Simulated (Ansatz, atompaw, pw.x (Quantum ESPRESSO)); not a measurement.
**Equation-of-state test of one PAW (atompaw) potential (ruthenium)**

atompaw 4.2.0.5 input, output lines left out:

```
Ru 44
LDA-PW scalarrelativistic loggrid 1500 logderivrange -8 5 326
5 5 4 0 0 0
5 0 1
5 1 0
4 2 7
0 0 0
c
c
c
v
v
c
c
v
v
c
v
2
2.40 2.40 2.25 1.50
n
n
y
3.55
n
custom rrkj gramschmidtortho sinc
3 1 troulliermartins
1.35
2.40
1.30
2.40
2.40
2.40
```

Atomic tests: cutoffs needed: 45 Ry and 80 Ry (the cutoffs (Ry, on a coarse ladder) from which the occupation-weighted sum of valence levels, in a spherical-Bessel basis at the reference potential, stays within 10 and 1 mRy of its value at 400 Ry); ghost test: no extra level below or beside the all-electron valence levels (s, p, d, f tested) (spherical-Bessel basis up to 400 Ry, 20 bohr box); lowest eigenvalue of the overlap operator: 0.32 (s channel).

Crystal test: fcc Ru in pw.x 7.5, no spin, 15³ k-points, Fermi–Dirac smearing 0.01 Ry, cutoffs 100/900 Ry. The reference is all-electron LAPW (Ansatz 0.2.0) with the same functional, mesh and smearing; V0 and B0 come from Birch–Murnaghan fits to the pressures at five volumes. Errors are pseudo minus all-electron; Δ is the rms difference of the E(V) curves that follow from these fits, minima aligned, over ±6 % about the mean V0. Mesh and smearing are coarse, so the numbers serve the comparison and aren't converged zero-temperature values; the lattice is a test structure that the element need not adopt.

| V (Å³/atom) | P all-electron (GPa) | P pseudo (GPa) |
| --- | --- | --- |
| 12.471 | 21.99 | 21.95 |
| 12.799 | 10.74 | 10.67 |
| 13.127 | 0.99 | 0.81 |
| 13.455 | -7.45 | -7.75 |
| 13.783 | -14.75 | -14.88 |

All-electron: a0 = 3.748 Å (V0 = 13.16 Å³/atom), B0 = 357.6 GPa.

Pseudopotential: mean pressure error (GPa): -0.14; a0 (Å): 3.747; a0 error (%): -0.02; B0 error (%): +0.6; Δ (meV/atom): 0.5.

**Question.** At the middle volume, how do free energy and pressure move when the wave cutoff is lowered (ecutrho held at 900 Ry)?

**Answer.**

```tsv
cutoff (Ry)	shift of F (meV/atom)	shift of P (GPa)
45	+100.5	-7.89
60	+29.9	-0.29
80	+8.7	-0.66
```

The 8 pw.x runs together took about 2.7 min on one core of a shared server CPU.
